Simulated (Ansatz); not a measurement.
Crystal: TiO2.

```
Ti O
1.0
     2.70603   -2.70666    0.00000
     2.70603    2.70666    0.00000
    -2.63353    0.00000    4.79664
Ti O
2 4
Direct
  0.86589 0.13411 0.75000
  0.13411 0.86589 0.25000
  0.08876 0.33122 0.16715
  0.91124 0.66878 0.83285
  0.66878 0.91124 0.33285
  0.33122 0.08876 0.66715
```

The cell is a database's computed one.

Below is the output of Ansatz 0.2.0 for this cell. Logs are shortened: lines on timing, memory, paths and dates and some standing lists are left out, and cuts for length are marked.

```text
Warning: RAYON_NUM_THREADS=2 ignored (pool sized by the plan → 2); use --threads N
Engine: ansatz 0.2.0, x86_64-unknown-linux-gnu
Pseudopotentials: kind: paw
Pseudopotential: Ti, paw, valence charge 12, recommended cutoff 420 eV (normal), Ti.paw.azcp
Pseudopotential: O, paw, valence charge 6, recommended cutoff 420 eV (normal), O.paw.azcp
Functional definition: PBE
  parameter kappa = 0.804
  parameter beta = 0.06672455060314922
  exchange = pbe_x(kappa = kappa, mu = beta*pi^2/3)
  correlation = pbe_c(beta = beta)
Crystal: 6 atoms, lattice volume = 70.264 Å³
Basis set: ecut = 420 eV, 1363 PW (Γ), exchange–correlation on 54×54×80 points (8 copies of the dense FFT grid, shifted against one another)
Bands: 30, of which v1, the nominal top of the filled ones, is band 24 counted from 1 (23 counted from 0)
Symmetry: 4 space group operations
Space group: C2/c (ITA 15), of the structure as read, at distance tolerance 4.1e-5 Å
k-points: 114 of 384
Non-local potential: Ti, projectors of the file, l = 0: 3, l = 1: 2, l = 2: 3, l = 3: 1
Non-local potential: O, projectors of the file, l = 0: 2, l = 1: 2, l = 2: 1
PAW form: soft (Blöchl's): semilocal exchange-correlation on the pseudo side does not see the compensation charge
PAW one-centre angular grid: Ti, 590 points (default); XC on 64 Gauss nodes
PAW one-centre angular grid: O, 110 points (default); XC on 64 Gauss nodes
Initial density: superposition of atomic densities (neutral atoms: chi_scale 0, normalization atom), corrected by the library's trained network
Initial wavefunctions: pseudopotential atomic-orbital guess
Functional: x = pbe(κ = 0.804, μ = 0.2195149727645171), c = pbe(β = 0.06672455060314922)
SCF iter   1: F=—  HF=-7277.485512 eV  |F-HF|=—  |Δ(HF+E_count)|=         —  Δρ=3.10e-3  dr2=2.04e-3  ethr=1.77e-3  ⟨swp⟩=4.6  Hψ=13853  notcnv=0
[... 93 lines left out ...]
  E_vxc        = -623.121093  (∫ρ·V_xc dr)
  E_paw        = -2721.734054  (= ΣΔE_a)
  E_vpaw       = -475.433260  (= ΣTr[D̂ρ^β])
  E_aug_tail   = 0.010154  (compensation charges beyond the density's cutoff)
  E_ewald      = -3289.889632
  E_smearing   = -0.000000  (= −TS)
  E_closure    = -0.000000  (closes the sum)
  Σ components = -7277.500000   (vs F -7277.500000, Δ=0.00e0)
--- Forces (eV/Å), atoms counted from 1 ---
  atom   1  Ti    -0.00000000    -0.00025118    -0.00000000
  atom   2  Ti     0.00000000     0.00025118     0.00000000
  atom   3  O     -0.00010004     0.00037465    -0.00031017
  atom   4  O      0.00010004    -0.00037465     0.00031017
  atom   5  O      0.00010004     0.00037465     0.00031017
  atom   6  O     -0.00010004    -0.00037465    -0.00031017
  max |Σ_I F_I| component: 0.00e0 eV/Å
--- Stress (GPa, compression-positive) ---
        0.002395       0.000000      -0.014081
        0.000000       0.002747      -0.000000
       -0.014081      -0.000000       0.015926
  P = ⅓ Tr σ = 0.0070 GPa (0.070 kbar)
--- Band table (eV; the first three rows and the last of 114) ---
  k-point 0: bands = ["-49.4290", "-49.3773", "-25.8693", "-25.6530", "-25.6530", "-25.5910", "-25.5910", "-25.5143", "-10.5819", "-9.5621", "-9.4891", "-9.1081", "3.0918", "3.1960", "3.1960", "3.5983", "4.9841", "4.9841", "5.0115", "6.1811", "6.1811", "6.1901", "6.5541", "6.5541", "9.0995", "9.7671", "10.9563", "10.9563", "10.9618", "10.9618"]
  k-point 1: bands = ["-49.4256", "-49.3807", "-25.8462", "-25.6591", "-25.6591", "-25.5847", "-25.5847", "-25.5388", "-10.5083", "-9.5946", "-9.5037", "-9.1455", "3.1697", "3.2147", "3.2147", "3.4815", "4.9887", "4.9887", "5.2203", "6.0277", "6.0278", "6.0334", "6.6798", "6.6798", "9.1416", "9.7196", "10.8104", "10.8104", "11.1093", "11.1093"]
  k-point 2: bands = ["-49.4161", "-49.3903", "-25.7826", "-25.6691", "-25.6691", "-25.6052", "-25.5746", "-25.5746", "-10.3079", "-9.7730", "-9.4526", "-9.2408", "3.2534", "3.2534", "3.3053", "3.3561", "4.9991", "4.9991", "5.5213", "5.7666", "5.8240", "5.8240", "6.8219", "6.8219", "9.2585", "9.5919", "10.7143", "10.7143", "11.2100", "11.2100"]
  k-point 113: bands = ["-49.3993", "-49.3993", "-25.8310", "-25.8310", "-25.6986", "-25.6986", "-25.5492", "-25.5492", "-9.2618", "-9.2618", "-8.9553", "-8.9553", "2.6594", "2.6594", "2.8709", "2.8709", "3.3153", "3.3153", "4.4055", "4.4055", "4.9965", "4.9965", "6.9206", "6.9206", "10.2046", "10.2046", "10.6734", "10.6734", "11.7612", "11.7612"]
--- Relaxed structure (5 steps of the walk, 5 accepted, 2 SCFs on fresh bases) ---
  F+E_penalty+E_count = -7277.50000020 eV   max|allowed force component| = 3.747e-4 eV/Å   (the final SCF, on the basis selected at the relaxed cell)
  cell:  # Å, volume = 69.9901 Å³
    - [2.6862106863065827, -2.686276688230681, -0.019570252394391672]
    - [2.6862106863065827, 2.686276688230681, -0.019570252394391672]
    - [-2.6489284730546396, 0.0, 4.869008430645728]
  atoms:
    - { symbol: Ti, position: [0.8748937079636343, 0.125106292036366, 0.7500000000000001] }
    - { symbol: Ti, position: [0.1251062920363661, 0.8748937079636343, 0.25000000000000006] }
    - { symbol: O, position: [0.08163089809655101, 0.3314176468032468, 0.16295027298731243] }
    - { symbol: O, position: [0.9183691019034492, 0.6685823531967534, 0.8370497270126878] }
    - { symbol: O, position: [0.6685823531967536, 0.9183691019034494, 0.33704972701268765] }
    - { symbol: O, position: [0.3314176468032468, 0.08163089809655097, 0.6629502729873124] }
```

Problem. What input gives this log?

Solution. Relaxation of cell and atoms with PBE, no spin polarisation. The files as run (others can give the same):

input.yaml
```yaml
crystal:
  lattice:
    - [2.706034, -2.706655, 0.0]
    - [2.706034, 2.706655, 0.0]
    - [-2.633531, 0.0, 4.796637]
  atoms:
    - { symbol: Ti, position: [0.86589, 0.13411, 0.75] }
    - { symbol: Ti, position: [0.13411, 0.86589, 0.25] }
    - { symbol: O, position: [0.088755, 0.331221, 0.167149] }
    - { symbol: O, position: [0.911245, 0.668779, 0.832851] }
    - { symbol: O, position: [0.668779, 0.911245, 0.332851] }
    - { symbol: O, position: [0.331221, 0.088755, 0.667149] }
hamiltonian:
  xc: pbe
  pseudopotentials: { kind: paw }
kpoints:
  mp_grid: { grid: [8, 8, 6] }
scf:
  occupations: { method: fermi_dirac, width: 0.05 }
output:
  forces: true
  stress: true
  eigenvalues: true
relax:
  f_tol: 0.01
  max_steps: 40
  cell: { stress_tol: 0.05 }
```

Potentials or basis: Ansatz PAW.
The run is started by
```console
$ ansatz run input.yaml --threads 2 --pin off --max-ram 5632MiB --backend cpu --events-out ev --progress --plain --runs-dir out
```

Caveat: the plane-wave basis is chosen anew once the cell has moved, so the energies of steps on either side of that aren't comparable; the pressure holds a Pulay correction of +0.7 GPa for the finite cutoff.
